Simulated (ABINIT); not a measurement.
The system is SnTe.

```
CELL_PARAMETERS angstrom
0.00000 3.61115 3.61115
3.61115 0.00000 3.61115
3.61115 3.61115 0.00000
ATOMIC_POSITIONS crystal
Te 0.25000 0.25000 0.25000
Sn 0.00000 0.00000 0.00000
```

Measurements of this composition are mostly on another form, of space group No. 225.

| Property | Result |
| --- | --- |
| Program | ABINIT 10.8.3 (patched build) |
| Task | single point |
| Functional | PBE |
| Potentials or basis | JTH PAW PBE v2.0 |
| Cutoff | 599 eV |
| k mesh | 7 × 7 × 7 |
| Occupations | fermi-dirac, width 0.05 eV |
| Spin | no spin polarisation |

On this cell: pressure -0.1 GPa; largest force zero by symmetry; band gap on the k mesh 0.33 eV, indirect (least direct gap 0.83 eV).

The same run follows on a disturbed copy (atoms moved at random, drawn with an rms of 0.05 Å):

```
Te Sn
1.0
     0.00000    3.61115    3.61115
     3.61115    0.00000    3.61115
     3.61115    3.61115    0.00000
Te Sn
1 1
Cartesian
  1.7987 1.7773 1.8345
  -0.0433 0.0023 0.0114
```

Question: What does the disturbed cell give?

Answer: The energy moves by +1.3 meV/atom; pressure -0.1 GPa; largest force 0.118 eV/Å; band gap on the k mesh 0.31 eV, indirect (least direct gap 0.83 eV).

Forces in eV/Å, atoms in the order of the input:
```
Te  -0.079  0.078 -0.040
Sn   0.079 -0.078  0.040
```

Stress tensor (GPa, compression positive):
```
-0.06 -0.11  0.19
-0.11 -0.06 -0.22
 0.19 -0.22 -0.06
```

Caveats: spin-orbit coupling is left out, which moves the levels of the heavy elements; an odd mesh through Γ misses points on the zone boundary, where band edges often lie.
